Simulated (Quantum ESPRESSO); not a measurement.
# In2Se2, 1 layer, stepped through the share of short-range exact exchange, part 2 of 3

Aim: how the results for In2Se2, 1 layer change with the share of short-range exact exchange.

Quantum ESPRESSO 7.5; plane-wave DFT, PBE, SG15 norm-conserving pseudopotentials.

So far. Step 2 (Relaxing cell and ions of the reference):  The last row is no step: it is a fresh SCF in the final cell with a new plane-wave basis, +1 meV from the row before.

### 3. Ground state, 0

The self-consistent run of this member.

Level of this step: plane-wave DFT, PBE, SG15 norm-conserving pseudopotentials (Quantum ESPRESSO 7.5).

m0.scf.in reads:

```
&control
  prefix = 'm0.scf'
  outdir = './out'
  pseudo_dir = './pseudo'
  calculation = 'scf'
  tprnfor = .true.
/
&system
  ibrav = 0
  nat = 4
  ntyp = 2
  ecutwfc = 60
  ecutrho = 240
  occupations = 'fixed'
  nbnd = 22
/
&electrons
  conv_thr = 1e-08
  mixing_beta = 0.6
  electron_maxstep = 120
/
ATOMIC_SPECIES
  Se  78.9710  Se_ONCV_PBE-1.2.upf
  In  114.8180  In_ONCV_PBE-1.2.upf
CELL_PARAMETERS angstrom
  4.08238202400000 0.00000000000000 0.00000000000000
  -2.04119101200000 3.53544654100000 0.00000000000000
  0.00000000000000 0.00000000000000 20.14290946400000
ATOMIC_POSITIONS crystal
  Se  0.333333333300 0.666666666700 0.366604933500
  In  0.000000000000 0.000000000000 0.429923408400
  In  0.000000000000 0.000000000000 0.570076591600
  Se  0.333333333300 0.666666666700 0.633395066500
K_POINTS automatic
  9 9 1 0 0 0
```

Launch:

```bash
> OMP_NUM_THREADS=1 mpirun -n 16 pw.x -nk 4 -in m0.scf.in > m0.scf.out
```

Output:

```text
[banner, memory and clock lines left out]
Program PWSCF v.7.5 starts
[citation notice left out]

[...]
Message from routine setup:
[...]
bravais-lattice index     =            0
     lattice parameter (alat)  =       7.7146  a.u.
     unit-cell volume          =    1961.8993 (a.u.)^3
     number of atoms/cell      =            4
     number of atomic types    =            2
     number of electrons       =        38.00
     number of Kohn-Sham states=           22
     kinetic-energy cutoff     =      60.0000  Ry
     charge density cutoff     =     240.0000  Ry
     scf convergence threshold =      1.0E-08
     mixing beta               =       0.6000
     number of iterations used =            8  plain     mixing
     Exchange-correlation= PBE
                           (   1   4   3   4   0   0   0)

[...]
PseudoPot. # 1 for Se read from file:
     ./pseudo/Se_ONCV_PBE-1.2.upf
     Pseudo is Norm-conserving, Zval =  6.0
     Generated using ONCVPSP code by D. R. Hamann
     Using radial grid of  602 points,  6 beta functions with:
                l(1) =   0
                l(2) =   0
                l(3) =   1
                l(4) =   1
                l(5) =   2
                l(6) =   2

     PseudoPot. # 2 for In read from file:
     ./pseudo/In_ONCV_PBE-1.2.upf
     Pseudo is Norm-conserving, Zval = 13.0
     Generated using ONCVPSP code by D. R. Hamann
     Using radial grid of  602 points,  6 beta functions with:
                l(1) =   0
                l(2) =   0
                l(3) =   1
                l(4) =   1
                l(5) =   2
                l(6) =   2

     atomic species   valence    mass     pseudopotential
     Se                6.00    78.97100     Se( 1.00)
     In               13.00   114.81800     In( 1.00)

     12 Sym. Ops. (no inversion) found

[...]
number of k points=    12
[...]
Dense  grid:   123061 G-vectors     FFT dimensions: (  40,  40, 192)

     Initial potential from superposition of free atoms

     starting charge      37.7550, renormalised to      38.0000

     negative rho (up, down):  2.661E-04 0.000E+00
     Starting wfcs are random

     per-process dynamical memory:    28.0 Mb

     Self-consistent Calculation

     iteration #  1     ecut=    60.00 Ry     beta= 0.60
     Davidson diagonalization with overlap
     ethr =  1.00E-02,  avg # of iterations = 12.8

     Threshold (ethr) on eigenvalues was too large:
     Diagonalizing with lowered threshold

     Davidson diagonalization with overlap
     ethr =  6.09E-04,  avg # of iterations =  2.0

     negative rho (up, down):  1.847E-05 0.000E+00

     total energy              =    -247.04675701 Ry
     estimated scf accuracy    <       0.22059239 Ry

     iteration #  2     ecut=    60.00 Ry     beta= 0.60
[...]
negative rho (up, down):  1.281E-05 0.000E+00

[...]
total energy              =    -247.04540804 Ry
     estimated scf accuracy    <       0.49222945 Ry

     iteration #  3     ecut=    60.00 Ry     beta= 0.60
[...]
negative rho (up, down):  4.902E-06 0.000E+00

[...]
total energy              =    -247.13947505 Ry
     estimated scf accuracy    <       0.02262537 Ry

     iteration #  4     ecut=    60.00 Ry     beta= 0.60
[...]
negative rho (up, down):  1.739E-07 0.000E+00

[...]
total energy              =    -247.14269491 Ry
     estimated scf accuracy    <       0.00129321 Ry

     iteration #  5     ecut=    60.00 Ry     beta= 0.60
[...]
total energy              =    -247.14293225 Ry
     estimated scf accuracy    <       0.00014915 Ry

     iteration #  6     ecut=    60.00 Ry     beta= 0.60
[...]
total energy              =    -247.14294210 Ry
     estimated scf accuracy    <       0.00002028 Ry

     iteration #  7     ecut=    60.00 Ry     beta= 0.60
[...]
total energy              =    -247.14294653 Ry
     estimated scf accuracy    <       0.00000037 Ry

     iteration #  8     ecut=    60.00 Ry     beta= 0.60
[...]
total energy              =    -247.14294680 Ry
     estimated scf accuracy    <       0.00000004 Ry

     iteration #  9     ecut=    60.00 Ry     beta= 0.60
[...]
total energy              =    -247.14294679 Ry
     estimated scf accuracy    <       0.00000005 Ry

     iteration # 10     ecut=    60.00 Ry     beta= 0.60
[...]
End of self-consistent calculation

          k = 0.0000 0.0000 0.0000 ( 15453 PWs)   bands (ev):

   -15.1742 -14.9953 -14.9953 -14.9091 -14.9091 -14.9040 -14.9040 -14.7539
   -14.7539 -14.7242 -13.5485 -13.4333  -6.3374  -4.0884  -1.6509  -1.6509
    -1.5787  -1.5787  -1.1393   0.3330   1.5433   3.8134

          k = 0.0000 0.1283 0.0000 ( 15457 PWs)   bands (ev):

   -15.1731 -15.0286 -14.9944 -14.9489 -14.9073 -14.9017 -14.8980 -14.7743
   -14.7547 -14.6930 -13.4379 -13.3278  -6.2862  -4.1482  -2.2790  -2.1572
    -1.7922  -1.7038  -1.0755   0.8958   2.1126   3.2325

[...]
highest occupied, lowest unoccupied level (ev):    -1.0755    0.3330

!    total energy              =    -247.14294680 Ry
     estimated scf accuracy    <          2.6E-10 Ry

     The total energy is the sum of the following terms:
     one-electron contribution =   -1057.73000654 Ry
     hartree contribution      =     537.72291067 Ry
     xc contribution           =     -36.19506640 Ry
     ewald contribution        =     309.05921546 Ry

     convergence has been achieved in  10 iterations

     Forces acting on atoms (cartesian axes, Ry/au):

     atom    1 type  1   force =     0.00000000   -0.00000000   -0.00105911
     atom    2 type  2   force =     0.00000000    0.00000000    0.00004828
     atom    3 type  2   force =     0.00000000    0.00000000   -0.00004828
     atom    4 type  1   force =     0.00000000    0.00000000    0.00105911

     Total force =     0.001499     Total SCF correction =     0.000067

[...]
```

It took 13 s on 16 MPI ranks of Arm Neoverse N1, shared host; peak memory 1.1 GiB; 3.3 min of CPU time.

This step gave:

* free energy: -3362.5511 eV
* valence top, on the run's zero: -1.076 eV
* conduction bottom, on the run's zero: 0.3330 eV
* gap by band count: 1.409 eV

### 4. Potential by pp.x, 0

plot_num = 11 writes the bare and Hartree potential, from which vacuum levels or, in a crystal, the mean potential are read.

m0.pot.in reads:

```
&inputpp
  prefix = 'm0.scf'
  outdir = './out'
  filplot = 'm0.pot.dat'
  plot_num = 11
/
```

Launch:

```bash
> OMP_NUM_THREADS=1 mpirun -n 16 pp.x -in m0.pot.in > m0.pot.out
```

Output:

```text
[banner, memory and clock lines left out]
Program POST-PROC v.7.5 starts

          URL

     ./out/m0.scf.save/

     IMPORTANT: XC functional enforced from input :
     Exchange-correlation= PBE
                           (   1   4   3   4   0   0   0)
     Any further DFT definition will be discarded
     Please, verify this is what you really want

     Calling punch_plot, plot_num =  11
     Writing data to file  m0.pot.dat
     Message from routine chdens:
     namelist plot not found or invalid, exiting
```

It took 0.93 s on 16 MPI ranks; peak memory 0.09 GiB; 13 s of CPU time.

This step gave:

```
potential in the middle of the vacuum, over the valence top : 5.938 eV
```

The potential energy, planar mean oscillates, so the rows of the table below give means over windows of 1 Å about each position, cut where the curve ends. Its maxima inside the range that stand out by 2 % of the span (Å: eV): 8.0: -5.92, 10.1: 3.16, 12.2: -5.92. Its minima: 7.4: -10.6, 8.6: -11.0, 11.5: -11.0, 12.7: -10.6.

Electrostatic potential energy of an electron; zero at the highest filled level of the SCF mesh. Table of potential energy, planar mean by z; means over each step:

z (Å), potential energy, planar mean (eV) and a bar from the least value:
```
        0        5.9 ##############################
        1        5.9 ##############################
        2        5.9 ##############################
        3        5.9 ##############################
        4        5.9 ##############################
        5        5.9 ##############################
        6        5.1 ############################
        7       -4.3 ########
        8       -7.9 
        9       -6.2 ####
       10        2.5 #######################
       11       -4.5 #######
       12       -8.0 
       13       -6.1 ####
       14        4.6 ###########################
       15        5.9 ##############################
       16        5.9 ##############################
       17        5.9 ##############################
       18        5.9 ##############################
       19        5.9 ##############################
       20        5.9 ##############################
```

### 5. Ground state, 0.1

Level of this step: plane-wave DFT, screened hybrid with 0.1 exact exchange, SG15 norm-conserving pseudopotentials (Quantum ESPRESSO 7.5). input_dft overrides the functional of the files.

m1.scf.in, as its differences from the input of step 3:

```diff
@@ -1,3 +1,3 @@
 &control
-  prefix = 'm0.scf'
+  prefix = 'm1.scf'
   outdir = './out'
@@ -15,2 +15,8 @@
   nbnd = 22
+  input_dft = 'hse'
+  exx_fraction = 0.1
+  nqx1 = 3
+  nqx2 = 3
+  nqx3 = 1
+  ecutfock = 60
 /
```

Launch:

```bash
> OMP_NUM_THREADS=1 mpirun -n 16 pw.x -nk 4 -in m1.scf.in > m1.scf.out
```

Output:

```text
[banner, memory and clock lines left out]
Program PWSCF v.7.5 starts
[...]
Message from routine setup:
[...]
number of electrons       =        38.00
     number of Kohn-Sham states=           22
     kinetic-energy cutoff     =      60.0000  Ry
     charge density cutoff     =     240.0000  Ry
[...]
number of k points=    12
[...]
Dense  grid:   123061 G-vectors     FFT dimensions: (  40,  40, 192)
[...]
negative rho (up, down):  2.661E-04 0.000E+00
     Starting wfcs are random
[...]
negative rho (up, down):  1.847E-05 0.000E+00
[...]
estimated scf accuracy    <       0.22059239 Ry
[...]
negative rho (up, down):  1.281E-05 0.000E+00
[...]
estimated scf accuracy    <       0.49222945 Ry
[...]
negative rho (up, down):  4.902E-06 0.000E+00
[...]
estimated scf accuracy    <       0.02262537 Ry
[...]
negative rho (up, down):  1.739E-07 0.000E+00
[...]
estimated scf accuracy    <       0.00129321 Ry
[...]
estimated scf accuracy    <       0.00014915 Ry
[...]
estimated scf accuracy    <       0.00002028 Ry
[...]
estimated scf accuracy    <       0.00000037 Ry
[...]
estimated scf accuracy    <       0.00000004 Ry
[...]
estimated scf accuracy    <       0.00000005 Ry
[...]
highest occupied, lowest unoccupied level (ev):    -1.0755    0.3330
!    total energy              =    -247.14294680 Ry
     estimated scf accuracy    <          2.6E-10 Ry
     convergence has been achieved in  10 iterations
[...]
estimated scf accuracy    <       0.00061739 Ry
[...]
estimated scf accuracy    <       0.00002063 Ry
[...]
estimated scf accuracy    <       0.00000238 Ry
[...]
estimated scf accuracy    <       0.00000045 Ry
[...]
estimated scf accuracy    <       0.00000069 Ry
[...]
highest occupied, lowest unoccupied level (ev):    -1.2656    0.3932
!    total energy              =    -246.63684186 Ry
     estimated scf accuracy    <          3.3E-09 Ry
     convergence has been achieved in   6 iterations
[...]
estimated scf accuracy    <       0.00000248 Ry
[...]
estimated scf accuracy    <       0.00000411 Ry
[...]
estimated scf accuracy    <       0.00000015 Ry
[...]
highest occupied, lowest unoccupied level (ev):    -1.2675    0.3983
!    total energy              =    -246.63690742 Ry
     estimated scf accuracy    <          5.5E-09 Ry
     convergence has been achieved in   4 iterations
[...]
estimated scf accuracy    <       0.00000002 Ry
[...]
estimated scf accuracy    <       0.00000003 Ry
[...]
highest occupied, lowest unoccupied level (ev):    -1.2677    0.3986
!    total energy              =    -246.63690790 Ry
     estimated scf accuracy    <          9.2E-10 Ry
     convergence has been achieved in   3 iterations
[...]
!!   total energy              =    -246.63690790 Ry
[...]
Total force =     0.008172     Total SCF correction =     0.000111
[...]
```

Wall time 73 s (16 MPI ranks); peak memory 7.2 GiB; 19 min of CPU time.

Read from the output:

- free energy: -3355.6661 eV
- valence top, on the run's zero: -1.268 eV
- conduction bottom, on the run's zero: 0.3986 eV
- gap by band count: 1.666 eV

### 6. Self-consistent run, 0.3

Level of this step: plane-wave DFT, screened hybrid with 0.3 exact exchange, SG15 norm-conserving pseudopotentials (Quantum ESPRESSO 7.5). input_dft overrides the functional of the files.

m5.scf.in, as its differences from the input of step 5:

```diff
@@ -1,3 +1,3 @@
 &control
-  prefix = 'm1.scf'
+  prefix = 'm5.scf'
   outdir = './out'
@@ -16,3 +16,3 @@
   input_dft = 'hse'
-  exx_fraction = 0.1
+  exx_fraction = 0.3
   nqx1 = 3
```

Launch:

```bash
> OMP_NUM_THREADS=1 mpirun -n 16 pw.x -nk 4 -in m5.scf.in > m5.scf.out
```

Output:

```text
[banner, memory and clock lines left out]
Program PWSCF v.7.5 starts
[...]
Message from routine setup:
[...]
number of electrons       =        38.00
     number of Kohn-Sham states=           22
     kinetic-energy cutoff     =      60.0000  Ry
     charge density cutoff     =     240.0000  Ry
[...]
number of k points=    12
[...]
Dense  grid:   123061 G-vectors     FFT dimensions: (  40,  40, 192)
[...]
negative rho (up, down):  2.661E-04 0.000E+00
     Starting wfcs are random
[...]
negative rho (up, down):  1.847E-05 0.000E+00
[...]
estimated scf accuracy    <       0.22059239 Ry
[...]
negative rho (up, down):  1.281E-05 0.000E+00
[...]
estimated scf accuracy    <       0.49222945 Ry
[...]
negative rho (up, down):  4.902E-06 0.000E+00
[...]
estimated scf accuracy    <       0.02262537 Ry
[...]
negative rho (up, down):  1.739E-07 0.000E+00
[...]
estimated scf accuracy    <       0.00129321 Ry
[...]
estimated scf accuracy    <       0.00014915 Ry
[...]
estimated scf accuracy    <       0.00002028 Ry
[...]
estimated scf accuracy    <       0.00000037 Ry
[...]
estimated scf accuracy    <       0.00000004 Ry
[...]
estimated scf accuracy    <       0.00000005 Ry
[...]
highest occupied, lowest unoccupied level (ev):    -1.0755    0.3330
!    total energy              =    -247.14294680 Ry
     estimated scf accuracy    <          2.6E-10 Ry
     convergence has been achieved in  10 iterations
[...]
estimated scf accuracy    <       0.00484833 Ry
[...]
estimated scf accuracy    <       0.00013286 Ry
[...]
estimated scf accuracy    <       0.00002096 Ry
[...]
estimated scf accuracy    <       0.00001210 Ry
[...]
estimated scf accuracy    <       0.00000220 Ry
[...]
estimated scf accuracy    <       0.00000003 Ry
[...]
estimated scf accuracy    <       0.00000001 Ry
[...]
highest occupied, lowest unoccupied level (ev):    -1.6531    0.5151
!    total energy              =    -245.63149360 Ry
     estimated scf accuracy    <          5.7E-10 Ry
     convergence has been achieved in   8 iterations
[...]
estimated scf accuracy    <       0.00010569 Ry
[...]
estimated scf accuracy    <       0.00009956 Ry
[...]
estimated scf accuracy    <       0.00000821 Ry
[...]
estimated scf accuracy    <       0.00000010 Ry
[...]
estimated scf accuracy    <       0.00000001 Ry
[...]
highest occupied, lowest unoccupied level (ev):    -1.6689    0.5544
!    total energy              =    -245.63297516 Ry
     estimated scf accuracy    <          4.4E-10 Ry
     convergence has been achieved in   6 iterations
[...]
estimated scf accuracy    <       0.00000558 Ry
[...]
estimated scf accuracy    <       0.00000688 Ry
[...]
estimated scf accuracy    <       0.00000025 Ry
[...]
highest occupied, lowest unoccupied level (ev):    -1.6718    0.5610
!    total energy              =    -245.63303701 Ry
     estimated scf accuracy    <          6.5E-09 Ry
     convergence has been achieved in   4 iterations
[...]
estimated scf accuracy    <       0.00000023 Ry
[...]
estimated scf accuracy    <       0.00000015 Ry
[...]
estimated scf accuracy    <       0.00000003 Ry
[...]
highest occupied, lowest unoccupied level (ev):    -1.6726    0.5623
!    total energy              =    -245.63304114 Ry
     estimated scf accuracy    <          2.6E-10 Ry
     convergence has been achieved in   4 iterations
[...]
estimated scf accuracy    <       0.00000002 Ry
[...]
estimated scf accuracy    <       0.00000002 Ry
[...]
highest occupied, lowest unoccupied level (ev):    -1.6730    0.5624
!    total energy              =    -245.63304144 Ry
     estimated scf accuracy    <          1.8E-09 Ry
     convergence has been achieved in   3 iterations
[...]
highest occupied, lowest unoccupied level (ev):    -1.6729    0.5627
!    total energy              =    -245.63304145 Ry
     estimated scf accuracy    <          9.5E-09 Ry
     convergence has been achieved in   1 iterations
[...]
!!   total energy              =    -245.63304145 Ry
[...]
Total force =     0.027866     Total SCF correction =     0.000600
[...]
```

Run time: 2 min. Hardware: 16 MPI ranks; peak memory 7.2 GiB.

This step gave:

| Item | Value |
| --- | --- |
| free energy | -3342.0078 eV |
| valence top, on the run's zero | -1.673 eV |
| conduction bottom, on the run's zero | 0.5627 eV |
| gap by band count | 2.236 eV |

(Part 2 of 3 ends here.)

[Logs are printed without paths, hosts, clocks, repeated set-up lines and the standing remarks that a program may print on its own settings, such as how far it seeks lower states.]

[Hosts, paths, dates, database ids (printed as entryN), source tags and the programs' standing remarks are cut or masked in the printed files.]

[Maps of the electrostatic potential energy from Ansatz leave out the sawtooth potential of an applied field or a dipole correction, so their vacuum need not be flat; planar profiles and work functions include it.]
